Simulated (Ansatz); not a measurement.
# What a zero-field muon signal says of the site in KCdF3

Positive muons stop in KCdF3. The zero-field polarisation below is simulated for a site relaxed by PBE, from the dipoles of the nearest spin-1/2 nuclei alone.

Zero field, powder, muon with the nuclei of the cluster table alone, static positions. The muon polarisation, P(t) by time:

time (μs), muon polarisation, P(t) and a bar:
```
      0.0       1.00 ##############################
      0.5       0.57 ################
      1.0       0.14 ##
      1.5       0.46 ############
      2.0       0.68 ###################
      2.5       0.36 #########
      3.0       0.28 ######
      3.5       0.46 ############
      4.0       0.28 ######
      4.5       0.17 ###
      5.0       0.57 ################
      5.5       0.67 ###################
      6.0       0.17 ###
      6.5       0.15 ##
      7.0       0.74 ######################
      7.5       0.76 ######################
      8.0       0.22 ####
      8.5       0.23 #####
      9.0       0.59 #################
      9.5       0.49 #############
     10.0       0.33 ########
     10.5       0.53 ##############
     11.0       0.48 #############
     11.5       0.19 ###
     12.0       0.47 #############
     12.5       0.92 ###########################
     13.0       0.58 ################
     13.5       0.09 
     14.0       0.41 ###########
     14.5       0.78 #######################
     15.0       0.42 ###########
```

**Question.** Which nuclei are coupled to the muon, and how far away are they?

The cluster is ¹⁹F at 1.14 Å and ¹⁹F at 1.17 Å. The muon's nearest atoms: F 1.14 Å, F 1.17 Å, Cd 2.32 Å, F 2.44 Å. Other geometries may fit nearly as well.

[Logs are printed without paths, hosts, clocks, repeated set-up lines and the standing remarks that a program may print on its own settings, such as how far it seeks lower states.]

[Hosts, paths, dates, database ids (printed as entryN), source tags and the programs' standing remarks are cut or masked in the printed files.]
